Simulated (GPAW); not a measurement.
# BN (R3m) in GPAW: further runs

Aim: see how the results for BN move with the level of theory and the settings. Levels: PBE, LDA. Tasks: single point, relaxation of cell and atoms.

All numbers are computed with GPAW 26.7.0; they aren't measurements. Logs are shortened: lines on timing, memory, paths and dates and some standing lists are left out, and cuts for length are marked. The log counts tension as positive stress, the text compression.

**1. The structure**

The structure is trigonal, space group R3m (No. 160). Conventional cell: a = 2.502 Å, b = 2.502 Å, c = 10.119 Å, α = 90.00°, β = 90.00°, γ = 120.00°. N (site symmetry 3m) has 3 B at 1.44 Å as nearest neighbours. Around B (site symmetry 3m) lie 3 N at 1.44 Å.

The cell is a database's computed one.

**2. Single point, PBE**

Input file run.py:

```python
from ase import Atoms
from ase.dft.bandgap import bandgap
from ase.io import write
from ase.units import GPa
from gpaw import GPAW, PW

atoms = Atoms(['N', 'B'],
              cell=[[1.2511217832, 0.7223354983, 3.3729344033],
                    [-1.2511217832, 0.7223354983, 3.3729344033],
                    [0.0, -1.4446709966, 3.3729344033]],
              scaled_positions=[[0.6672382, 0.6672382, 0.6672382],
                                [0.0003288, 0.0003288, 0.0003288]],
              pbc=True)

calc = GPAW(mode=PW(340),
            xc='PBE',
            kpts={'size': (9, 9, 9), 'gamma': True},
            occupations={'name': 'fermi-dirac', 'width': 0.05},
            nbands=11,
            convergence={'density': 1e-05, 'energy': 1e-05},
            maxiter=60,
            txt='gpaw.txt')
atoms.calc = calc
energy = atoms.get_potential_energy()
forces = atoms.get_forces()
stress = atoms.get_stress()
calc.write('gs.gpw')
write('result.traj', atoms)
print(f'Energy: {energy:.6f} eV')
print('Forces (eV/A):')
print(forces.round(4))
print('Stress (GPa):', (stress / GPa).round(3))
print('Fermi level:', round(calc.get_fermi_level(), 4), 'eV')
print(f'Gap: {bandgap(calc)[0]:.4f} eV, direct: {bandgap(calc, direct=True)[0]:.4f} eV')
```

Potentials or basis: GPAW PAW data sets (gpaw-data 1.2.1), pw.

The run is started by

```console
OMP_NUM_THREADS=1 python run.py
```

gpaw.txt:

```text
__  _  _
 | _ |_)|_||  |
 |__||  | ||/\| - 26.7.0

Input parameters:
  mode=PW(ecut=340.0),
  convergence={'density': 1e-05, 'energy': 1e-05},
  kpts=MonkhorstPack(size=(9, 9, 9), gamma=True),
  maxiter=60,
  nbands=11,
  occupations=Occupations(name='fermi-dirac', width=0.05),
  xc=XC(name='PBE')

Diagonalizing LCAO Hamiltonian
Converting LCAO to pw mode

       N

       B

Atoms  # Å, Bohr magnetons
|   | symbol |         x |         y |        z |    initial magnetic moments |
|---|--------|-----------|-----------|----------|-----------------------------|
| 0 |      N |  0.000000 |  0.000000 | 6.751652 | ( 0.0000,  0.0000,  0.0000) |
| 1 |      B | -0.000000 | -0.000000 | 0.003327 | ( 0.0000,  0.0000,  0.0000) |

Unit cell  # Å
| periodic |         x |         y |        z |  lengths |    angles |
|----------|-----------|-----------|----------|----------|-----------|
|      yes |  1.251122 |  0.722335 | 3.372934 | 3.669300 | 39.871987 |
|      yes | -1.251122 |  0.722335 | 3.372934 | 3.669300 | 39.871987 |
|      yes |  0.000000 | -1.444671 | 3.372934 | 3.669300 | 39.871987 |

Number of symmetries: 6
Symmetry operations  # r_c * U_cc + t_c -> r_c
|   | kind |            matrix            |
|---|------|------------------------------|
| 0 |  E   |  1, 0, 0,  0, 1, 0,  0, 0, 1 |
| 1 |  σ   |  1, 0, 0,  0, 0, 1,  0, 1, 0 |
| 2 |  σ   |  0, 1, 0,  1, 0, 0,  0, 0, 1 |
| 3 |  C3  |  0, 1, 0,  0, 0, 1,  1, 0, 0 |
| 4 |  C3  |  0, 0, 1,  1, 0, 0,  0, 1, 0 |
| 5 |  σ   |  0, 0, 1,  0, 1, 0,  1, 0, 0 |

BZ-sampling:
  Number of BZ points: 729
  Number of IBZ points: 85

  Monkhorst-Pack size: [9, 9, 9]
  Monkhorst-Pack shift: [0, 0, 0]

K-points  # in reciprocal-cell coordinates
|     |                                coordinates |     weight |
|-----|--------------------------------------------|------------|
|   0 | (  0.00000000,   0.00000000,   0.00000000) | 0.00137174 |
|   1 | (  0.11111111,   0.00000000,  -0.11111111) | 0.00823045 |
|   2 | (  0.11111111,   0.00000000,   0.00000000) | 0.00823045 |
|   3 | (  0.11111111,   0.11111111,  -0.11111111) | 0.00823045 |
|   4 | (  0.11111111,   0.11111111,   0.00000000) | 0.00823045 |
|   5 | (  0.11111111,   0.11111111,   0.11111111) | 0.00274348 |
|   6 | (  0.22222222,  -0.11111111,  -0.11111111) | 0.00823045 |
|   7 | (  0.22222222,   0.00000000,  -0.22222222) | 0.00823045 |
|   8 | (  0.22222222,   0.00000000,  -0.11111111) | 0.01646091 |
|   9 | (  0.22222222,   0.00000000,   0.00000000) | 0.00823045 |
| ... |                                            |            |
|  84 | (  0.44444444,   0.44444444,   0.44444444) | 0.00274348 |

Plane wave coefficients: 269
Cutoff: 340.0 eV

Spin-components: 1 (collinear spins)
Bands:           11
Projectors:      10
Spin-degeneracy: 2
Datatype:        complex128

Parallelization:
  kpt:    1
  domain: 1
  band:   1

Density:
  Valence electrons: 8.0
  Components: 1
  Grid points: [16 16 16]
  Charge: 0.0  # |e|

Potential:
  Grid points: [16 16 16]

species:
  N:
    name:    Nitrogen
    Z:       7.0
    valence: 5
    core:    2
    charge:  0.0  # [|e|]
    compensation charges:
      type: gauss
      rc: 0.18  # [Å]
      lmax: 2
    cutoffs:
      filter: 1.11  # [Å]
      core: 0.96  # [Å]
    projectors
    | kind |    occ | energy [eV] | rcut [Å] |
    |------|--------|-------------|----------|
    |   2s |  2.000 |     -18.583 |    0.603 |
    |   2p |  3.000 |      -7.089 |    0.529 |
    |    s |        |       8.629 |    0.603 |
    |    p |        |      20.123 |    0.529 |
    |    d |        |       0.000 |    0.577 |

    Using partial waves for N as LCAO basis

  B:
    name:    Boron
    Z:       5.0
    valence: 3
    core:    2
    charge:  0.0  # [|e|]
    compensation charges:
      type: gauss
      rc: 0.20  # [Å]
      lmax: 2
    cutoffs:
      filter: 1.14  # [Å]
      core: 1.38  # [Å]
    projectors
    | kind |    occ | energy [eV] | rcut [Å] |
    |------|--------|-------------|----------|
    |   2s |  2.000 |      -9.443 |    0.635 |
    |   2p |  1.000 |      -3.606 |    0.635 |
    |    s |        |      17.768 |    0.635 |
    |    p |        |      23.605 |    0.635 |
    |    d |        |       0.000 |    0.635 |

    Using partial waves for B as LCAO basis

Reference energy: -2151.211071  # eV

eigensolver:
  PPCG
  Converge bands: occupied
  niter=2

density mixing:
  MSR1-Mixer
  Pratt-step length: 0.05
  Maximum mixing coefficient: 0.75
  Old densities: 10
  SVD Regularization: 0.005
  Good broyden scale: 1.0
  Trust region scale: 1.0
  Backstep threshold: 4.0
  History deletion threshold: 6.0
  Fourier metric: weight=20.0, sigma=0.015

occupation numbers:
  Fermi-Dirac:
    width: 0.0500  # eV

poisson solver:
  ecut: 2720.0  # eV

xc functional:
  name: PBE with 2 nearest neighbor stencil

convergence criteria:
- Maximum integral of absolute [dens]ity change: 1e-05 electrons / valence electron
- Maximum [total energy] change in last 3 cyles: 1e-05 eV / valence electron
- Maximum integral of absolute [eigenst]ate change: 4e-08 eV^2 / valence electron
maximum number of iterations: 60

SCF iterations
|iter     | |      energy | eigst |  dens |
|---------|-|-------------|-------|-------|
|iter:   1| |  -14.790857 | +0.40 |       |
|iter:   2| |  -14.647238 | -1.70 | -0.72 |
|iter:   3| |  -13.923311 | -1.34 | -0.76 |
|iter:   4| |  -13.910193 | -2.83 | -1.40 |
|iter:   5| |  -13.909027 | -3.73 | -1.83 |
|iter:   6| |  -13.909042 | -4.79 | -2.42 |
|iter:   7| |  -13.909044c| -7.11 | -3.45 |
|iter:   8| |  -13.909045c| -7.80c| -3.83 |
|iter:   9| |  -13.909045c| -9.02c| -5.26c|

Converged in 9 steps
Energy contributions relative to reference atoms: (reference = -2151.211071)

Energy contributions:
  Kinetic:           3.450741
  Coulomb:          -1.128209
  Zero:              0.084597
  External:          0.000000
  Xc:              -16.316174
  Entropy:          -0.000000
  Spinorbit:         0.000000
  ----------------------------
  Free energy:     -13.909045
  Extrapolated:    -13.909045

dipole moment: (-0.000000, -0.000000, -13.527017)  # |e|*Ang

Fermi level: 5.168
Eigenvalues  # (at kpt = [0.000, 0.000, 0.000])
| band index |      eig [eV] | occ [0-2] |
|------------|---------------|-----------|
|          0 |       -14.369 |     2.000 |
|          1 |        -0.235 |     2.000 |
|          2 |         2.800 |     2.000 |
|          3 |         2.800 |     2.000 |
|          4 |         8.910 |     0.000 |
|          5 |        15.728 |     0.000 |
|          6 |        15.729 |     0.000 |
|          7 |        17.402 |     0.000 |
|          8 |        18.302 |     0.000 |
|          9 |        29.819 |     0.000 |
|         10 |        32.019 |     0.000 |

Gap: 4.189 eV
Transition (v -> c):
  (s=0, k=22, n=3, [0.33, 0.00, -0.33]) -> (s=0, k=50, n=4, [0.44, 0.00, -0.44])
Direct/indirect transitions are different
Direct gap: 4.494 eV
Transition at: (s=0, k=22, n=3, [0.33, 0.00, -0.33])

Forces  # eV/Ang
|       x |        y |       z |
|---------|----------|---------|
| 0.00000 | -0.00000 | 0.00084 |  # N    0
| 0.00000 |  0.00000 | 0.00084 |  # B    1

Stress tensor  # eV/Ang^3
|         x |        y |         z |
|-----------|----------|-----------|
|  0.387418 | 0.000000 | -0.000000 |
|  0.000000 | 0.387418 |  0.000000 |
| -0.000000 | 0.000000 |  0.482506 |

# Writing to gs.gpw (mode='')
```

Wall time 16 s (1 thread of Intel Xeon Platinum 8259CL at 2.50GHz (Skylake/Cascade Lake), shared host); peak memory 0.13 GiB.

These settings aren't checked as converged: the numbers below hold their error.

Results:

```yaml
Free_energy: -13.9090 eV
Pressure: -67.1 GPa
Band_gap_on_the_k_mesh: 4.19 eV, indirect (least direct gap 4.49 eV)
```

Caveat: the cutoff is short for stress and forces, so pressures can be off by a GPa or more; a pressure of tens of GPa on the cell as given is suspect, and the run, the potentials or the cell itself is likely at fault; an odd mesh through Γ misses points on the zone boundary, where band edges often lie; the program warned that so skewed a cell can give wrong results.

**3. Single point, PBE**

Input file run.py:

```python
from ase.dft.bandgap import bandgap
from ase.io import write
from ase.spacegroup import crystal
from ase.units import GPa
from gpaw import GPAW, PW

# N 3a
# B 3a
atoms = crystal(['N', 'B'],
                basis=[[0.6666666667, 0.3333333333, 0.0005715333],
                       [0.0, 0.0, 0.0003288]],
                spacegroup=160, setting=1,  # R3m
                cellpar=[2.50224357, 2.50224357, 10.11880321, 90.0, 90.0, 120.0],
                primitive_cell=True)

calc = GPAW(mode=PW(1200),
            xc='PBE',
            kpts={'size': (9, 9, 9), 'gamma': True},
            occupations={'name': 'fermi-dirac', 'width': 0.05},
            nbands=11,
            convergence={'density': 1e-05, 'energy': 1e-05},
            maxiter=60,
            txt='gpaw.txt')
atoms.calc = calc
energy = atoms.get_potential_energy()
forces = atoms.get_forces()
stress = atoms.get_stress()
calc.write('gs.gpw')
write('result.traj', atoms)
print(f'Energy: {energy:.6f} eV')
print('Forces (eV/A):')
print(forces.round(4))
print('Stress (GPa):', (stress / GPa).round(3))
print('Fermi level:', round(calc.get_fermi_level(), 4), 'eV')
print(f'Gap: {bandgap(calc)[0]:.4f} eV, direct: {bandgap(calc, direct=True)[0]:.4f} eV')
```

Potentials or basis: GPAW PAW data sets (gpaw-data 1.2.1), pw.

The run is started by

```console
OMP_NUM_THREADS=1 python run.py
```

gpaw.txt:

```text
__  _  _
 | _ |_)|_||  |
 |__||  | ||/\| - 26.7.0

Input parameters:
  mode=PW(ecut=1200.0),
  convergence={'density': 1e-05, 'energy': 1e-05},
  kpts=MonkhorstPack(size=(9, 9, 9), gamma=True),
  maxiter=60,
  nbands=11,
  occupations=Occupations(name='fermi-dirac', width=0.05),
  xc=XC(name='PBE')

Diagonalizing LCAO Hamiltonian
Converting LCAO to pw mode

       N

       B

Atoms  # Å, Bohr magnetons
|   | symbol |        x |         y |        z |    initial magnetic moments |
|---|--------|----------|-----------|----------|-----------------------------|
| 0 |      N | 0.000000 | -0.000000 | 6.751652 | ( 0.0000,  0.0000,  0.0000) |
| 1 |      B | 0.000000 |  0.000000 | 0.003327 | ( 0.0000,  0.0000,  0.0000) |

Unit cell  # Å
| periodic |         x |         y |        z |  lengths |    angles |
|----------|-----------|-----------|----------|----------|-----------|
|      yes |  1.251122 |  0.722335 | 3.372934 | 3.669300 | 39.871987 |
|      yes | -1.251122 |  0.722335 | 3.372934 | 3.669300 | 39.871987 |
|      yes | -0.000000 | -1.444671 | 3.372934 | 3.669300 | 39.871987 |

Number of symmetries: 6
Symmetry operations  # r_c * U_cc + t_c -> r_c
|   | kind |            matrix            |
|---|------|------------------------------|
| 0 |  E   |  1, 0, 0,  0, 1, 0,  0, 0, 1 |
| 1 |  σ   |  1, 0, 0,  0, 0, 1,  0, 1, 0 |
| 2 |  σ   |  0, 1, 0,  1, 0, 0,  0, 0, 1 |
| 3 |  C3  |  0, 1, 0,  0, 0, 1,  1, 0, 0 |
| 4 |  C3  |  0, 0, 1,  1, 0, 0,  0, 1, 0 |
| 5 |  σ   |  0, 0, 1,  0, 1, 0,  1, 0, 0 |

BZ-sampling:
  Number of BZ points: 729
  Number of IBZ points: 85

  Monkhorst-Pack size: [9, 9, 9]
  Monkhorst-Pack shift: [0, 0, 0]

[... 121 lines left out ...]
maximum number of iterations: 60

SCF iterations
|iter     | |      energy | eigst |  dens |
|---------|-|-------------|-------|-------|
|iter:   1| |  -19.224622 | +0.51 |       |
|iter:   2| |  -18.901291 | -1.36 | -0.64 |
|iter:   3| |  -17.669163 | -1.00 | -0.69 |
|iter:   4| |  -17.648317 | -2.41 | -1.33 |
|iter:   5| |  -17.647846 | -3.15 | -1.70 |
|iter:   6| |  -17.648057 | -4.43 | -2.30 |
|iter:   7| |  -17.648059 | -6.11 | -3.46 |
|iter:   8| |  -17.648059c| -7.50c| -3.98 |
|iter:   9| |  -17.648059c| -8.32c| -5.13c|

Converged in 9 steps
Energy contributions relative to reference atoms: (reference = -2151.211071)

Energy contributions:
  Kinetic:          18.076706
  Coulomb:         -18.291255
  Zero:              0.135700
  External:          0.000000
  Xc:              -17.569211
  Entropy:          -0.000000
  Spinorbit:         0.000000
  ----------------------------
  Free energy:     -17.648059
  Extrapolated:    -17.648059

dipole moment: (0.000000, -0.000000, -13.668744)  # |e|*Ang

Fermi level: 4.861
Eigenvalues  # (at kpt = [0.000, 0.000, 0.000])
| band index |      eig [eV] | occ [0-2] |
|------------|---------------|-----------|
|          0 |       -13.911 |     2.000 |
|          1 |        -0.318 |     2.000 |
|          2 |         2.572 |     2.000 |
|          3 |         2.572 |     2.000 |
|          4 |         9.043 |     0.000 |
|          5 |        15.558 |     0.000 |
|          6 |        15.558 |     0.000 |
|          7 |        17.004 |     0.000 |
|          8 |        18.609 |     0.000 |
|          9 |        29.787 |     0.000 |
|         10 |        31.789 |     0.000 |

Gap: 4.379 eV
Transition (v -> c):
  (s=0, k=22, n=3, [0.33, 0.00, -0.33]) -> (s=0, k=50, n=4, [0.44, 0.00, -0.44])
Direct/indirect transitions are different
Direct gap: 4.698 eV
Transition at: (s=0, k=22, n=3, [0.33, 0.00, -0.33])

Forces  # eV/Ang
|        x |        y |        z |
|----------|----------|----------|
| -0.00000 | -0.00000 | -0.00313 |  # N    0
|  0.00000 | -0.00000 |  0.00304 |  # B    1

Stress tensor  # eV/Ang^3
|         x |         y |         z |
|-----------|-----------|-----------|
| -0.027191 |  0.000000 |  0.000000 |
|  0.000000 | -0.027191 |  0.000000 |
|  0.000000 |  0.000000 | -0.014450 |

# Writing to gs.gpw (mode='')
```

stdout:

```text
<dir> UserWarning: The angles between your unit-cell vectors are 39.9, 39.9 and 39.9 degrees.  Results may be wrong!  Please Niggli-reduce your unit-cell so that the angles are closer to 90 degrees:

  from ase.build import niggli_reduce
  niggli_reduce(atoms)

  warnings.warn(
Energy: -17.648059 eV
Forces (eV/A):
[[-0.     -0.     -0.0031]
 [ 0.     -0.      0.003 ]]
Stress (GPa): [-4.357 -4.357 -2.315  0.     0.     0.   ]
Fermi level: 4.8614 eV
Gap: 4.3787 eV, direct: 4.6984 eV
```

Run time: 76 s. Hardware: 1 thread of Intel Xeon Platinum 8259CL at 2.50GHz (Skylake/Cascade Lake), shared host; peak memory 0.21 GiB.

What came out:

- Free energy: -17.6481 eV
- Pressure: 3.7 GPa
- Largest force: 0.003 eV/Å
- Band gap on the k mesh: 4.38 eV, indirect (least direct gap 4.70 eV)

Forces in eV/Å, atoms in the order of the input:
```
N    0.000  0.000 -0.003
B    0.000  0.000  0.003
```

Caveat: an odd mesh through Γ misses points on the zone boundary, where band edges often lie; the program warned that so skewed a cell can give wrong results.

(Continued in part 2 of 2.)
